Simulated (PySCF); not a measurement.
# As (R-3m) in PySCF: a series of runs, part 2 of 2

PySCF 2.14.0. Earlier steps stand in the parts before.

## (6) Single point, PBEsol, 21.10 Å³/atom (volume scaled by 0.98)

run.py reads:

```python
import json
import numpy as np
from pyscf.pbc import gto, scf, dft, df

cell = gto.Cell()
cell.basis = 'DZVP-MOLOPT-SR-GTH-q5'
cell.pseudo = 'GTH-PBE-q5'
cell.fromfile('As.cif')
cell.ke_cutoff = 50  # hartree
cell.exp_to_discard = 0.02
cell.precision = 1e-08
cell.space_group_symmetry = True
cell.symmorphic = False
cell.max_memory = 5880  # MB
cell.verbose = 4
cell.build()

res = {}
kpts = cell.make_kpts([7, 7, 7], space_group_symmetry=True, time_reversal_symmetry=True)
cell.space_group_symmetry = False  # the mesh holds the operations; no search on the supercells of the integral code
mf = dft.KRKS(cell, kpts, xc='pbesol')
mf = mf.multigrid_numint()
mf = mf.smearing(sigma=0.00183747, method='fermi')  # hartree
mf.conv_tol = 1e-07
mf.max_cycle = 60

mf.kernel()
res.update(converged=bool(mf.converged), e_tot=mf.e_tot, nelec=cell.nelectron, nao=cell.nao, mesh=list(map(int, cell.mesh)), a=cell.lattice_vectors().tolist(), coords=cell.atom_coords().tolist(),
           mo_energy=[np.real(x).tolist() for x in mf.mo_energy], mo_occ=[np.real(x).tolist() for x in mf.mo_occ])
res.update(e_free=mf.e_free, e_zero=mf.e_zero)
res.update(kpts=kpts.kpts_scaled_ibz.tolist(), weights=kpts.weights_ibz.tolist())
res['parts'] = {k: float(np.real(v)) for k, v in mf.scf_summary.items() if np.isscalar(v)}
json.dump(res, open('results.json', 'w'))
if not mf.converged:
    raise SystemExit('SCF not converged')

print('levels (eV)')
for i, kp in enumerate(res['kpts'][:40]):
    print('k %7.4f %7.4f %7.4f  ' % tuple(kp), ' '.join('%.3f' % (x * 27.211386) for x in res['mo_energy'][i][:10]))

mf = mf.to_khf()  # unfold to the whole mesh
kpts = mf.kpts
# Mulliken populations
dm, s = np.asarray(mf.make_rdm1()), np.asarray(mf.get_ovlp())
sites = cell.aoslice_by_atom()[:, 2:]
tot = np.einsum('kij,kji->i', dm, s).real / len(kpts)
res['mulliken'] = [cell.atom_charge(i) - tot[a0:a1].sum() for i, (a0, a1) in enumerate(sites)]
print('Mulliken charges', np.round(res['mulliken'], 5))
res['done'] = True
json.dump(res, open('results.json', 'w'))
```

As.cif reads:

```cif
data_As
_cell_length_a 4.10327433
_cell_length_b 4.10327433
_cell_length_c 4.10327433
_cell_angle_alpha 54.16700000
_cell_angle_beta 54.16700000
_cell_angle_gamma 54.16700000
_space_group_name_H-M_alt 'P1'
_space_group_name_Hall 'P 1'
_space_group_IT_number 1
loop_
_space_group_symop_operation_xyz
'x,y,z'
loop_
_atom_site_label
_atom_site_type_symbol
_atom_site_symmetry_multiplicity
_atom_site_Wyckoff_symbol
_atom_site_fract_x
_atom_site_fract_y
_atom_site_fract_z
_atom_site_occupancy
As1 As 1 a 0.2260000000 0.2260000000 0.2260000000 1
As2 As 1 a 0.7740000000 0.7740000000 0.7740000000 1
```

Potentials or basis: DZVP-MOLOPT-SR/GTH-PBE (potentials made for PBE).

Started as:

```
OMP_NUM_THREADS=4 python -u run.py > log
```

Run time: 81 s. Hardware: 4 threads of Intel Xeon at 2.50GHz (Skylake/Cascade Lake), shared host; peak memory 2.8 GiB.

The run converged. Its results:

* Free energy: -342.7535 eV
* Band gap on the k mesh: none (metal or under the smearing width)

Caveat: the potentials were made for another functional, which shifts forces and pressure; the basis of atomic orbitals isn't converged, which shifts pressures, moduli and gaps.

## (7) Single point, PBEsol, 21.53 Å³/atom

run.py is that of step 6.

Changes to As.cif since step 6:

```diff
@@ -1,5 +1,5 @@
 data_As
-_cell_length_a 4.10327433
-_cell_length_b 4.10327433
-_cell_length_c 4.10327433
+_cell_length_a 4.13100000
+_cell_length_b 4.13100000
+_cell_length_c 4.13100000
 _cell_angle_alpha 54.16700000
```

Started as:

```
OMP_NUM_THREADS=4 python -u run.py > log
```

It took 88 s on 4 threads of Intel Xeon at 2.50GHz (Skylake/Cascade Lake), shared host; peak memory 2.8 GiB.

It converged, with:

```
Free energy            : -342.7717 eV
Band gap on the k mesh : none (metal or under the smearing width)
```

Caveat: the potentials were made for another functional, which shifts forces and pressure; the basis of atomic orbitals isn't converged, which shifts pressures, moduli and gaps.

## (8) Single point, PBEsol, 21.96 Å³/atom (volume scaled by 1.02)

run.py is that of step 7.

Changes to As.cif since step 7:

```diff
@@ -1,5 +1,5 @@
 data_As
-_cell_length_a 4.13100000
-_cell_length_b 4.13100000
-_cell_length_c 4.13100000
+_cell_length_a 4.15835841
+_cell_length_b 4.15835841
+_cell_length_c 4.15835841
 _cell_angle_alpha 54.16700000
```

Started as:

```
OMP_NUM_THREADS=4 python -u run.py > log
```

It took 89 s on 4 threads of Intel Xeon at 2.50GHz (Skylake/Cascade Lake), shared host; peak memory 2.8 GiB.

It converged, with:

```
Free energy            : -342.7806 eV
Band gap on the k mesh : none (metal or under the smearing width)
```

Caveat: the potentials were made for another functional, which shifts forces and pressure; the basis of atomic orbitals isn't converged, which shifts pressures, moduli and gaps.

## (9) Single point, PBEsol, 22.39 Å³/atom (volume scaled by 1.04)

run.py is that of step 8.

Changes to As.cif since step 8:

```diff
@@ -1,5 +1,5 @@
 data_As
-_cell_length_a 4.15835841
-_cell_length_b 4.15835841
-_cell_length_c 4.15835841
+_cell_length_a 4.18536150
+_cell_length_b 4.18536150
+_cell_length_c 4.18536150
 _cell_angle_alpha 54.16700000
```

Potentials or basis: DZVP-MOLOPT-SR/GTH-PBE (potentials made for PBE).

Started as:

```
OMP_NUM_THREADS=4 python -u run.py > log
```

Run time: 93 s. Hardware: 4 threads of Intel Xeon at 2.50GHz (Skylake/Cascade Lake), shared host; peak memory 2.8 GiB.

It converged, with:

| Item | Value |
| --- | --- |
| Free energy | -342.7812 eV |
| Band gap on the k mesh | none (metal or under the smearing width) |

Caveat: the potentials were made for another functional, which shifts forces and pressure; the basis of atomic orbitals isn't converged, which shifts pressures, moduli and gaps.

## (10) Single point, PBEsol, 22.82 Å³/atom (volume scaled by 1.06)

run.py is that of step 9.

Changes to As.cif since step 9:

```diff
@@ -1,5 +1,5 @@
 data_As
-_cell_length_a 4.18536150
-_cell_length_b 4.18536150
-_cell_length_c 4.18536150
+_cell_length_a 4.21202057
+_cell_length_b 4.21202057
+_cell_length_c 4.21202057
 _cell_angle_alpha 54.16700000
```

Started as:

```
OMP_NUM_THREADS=4 python -u run.py > log
```

It took 86 s on 4 threads of Intel Xeon at 2.50GHz (Skylake/Cascade Lake), shared host; peak memory 2.8 GiB.

It converged, with:

```yaml
Free_energy: -342.7743 eV
Band_gap_on_the_k_mesh: none (metal or under the smearing width)
```

Caveat: the potentials were made for another functional, which shifts forces and pressure; the basis of atomic orbitals isn't converged, which shifts pressures, moduli and gaps.

## (11) Equation of state, PBEsol

Potentials or basis: DZVP-MOLOPT-SR/GTH-PBE (potentials made for PBE).

This step only gathers the single runs of the series.

What came out:

```yaml
Equilibrium_volume: 22.21 Å³/atom
Bulk_modulus_at_fixed_shape_and_positions: 75 GPa
Pressure_derivative_of_the_bulk_modulus: 4.3
```

Energy against volume, from the lowest point:
| volume (Å³/atom) | energy (meV/atom) |
| --- | --- |
| 20.239 | 47.93 |
| 20.669 | 28.06 |
| 21.100 | 13.87 |
| 21.530 | 4.78 |
| 21.961 | 0.31 |
| 22.392 | 0.00 |
| 22.822 | 3.45 |

Caveat: the potentials were made for another functional, which shifts forces and pressure; the cell was scaled at fixed shape and fractional positions, which overstates the stiffness of a crystal with free parameters, most of all of layers and chains; the basis of atomic orbitals isn't converged, which shifts pressures, moduli and gaps.

## (12) Overview

```tsv
task	level	band path	conv_tol	max_cycle	gap on the mesh (eV)
band structure	PBE	GLB1,BZGX,QFP1Z,LP	1e-07 Ha	60	none
band structure	r2SCAN	GLB1,BZGX,QFP1Z,LP	1e-07 Ha	60	none
equation of state	PBEsol	-	-	-	-
```

Alike in all rows: potentials or basis DZVP-MOLOPT-SR/GTH-PBE (potentials made for PBE); no spin polarisation; cell as given; k mesh 7 × 7 × 7; smearing fermi-dirac 0.05 eV.

Caveats: the basis of atomic orbitals isn't converged, which shifts pressures, moduli and gaps; the potentials were made for another functional, which shifts forces and pressure (some runs); the cell was scaled at fixed shape and fractional positions, which overstates the stiffness of a crystal with free parameters, most of all of layers and chains (some runs).

Absolute energies hang on the potentials; compare differences alone.
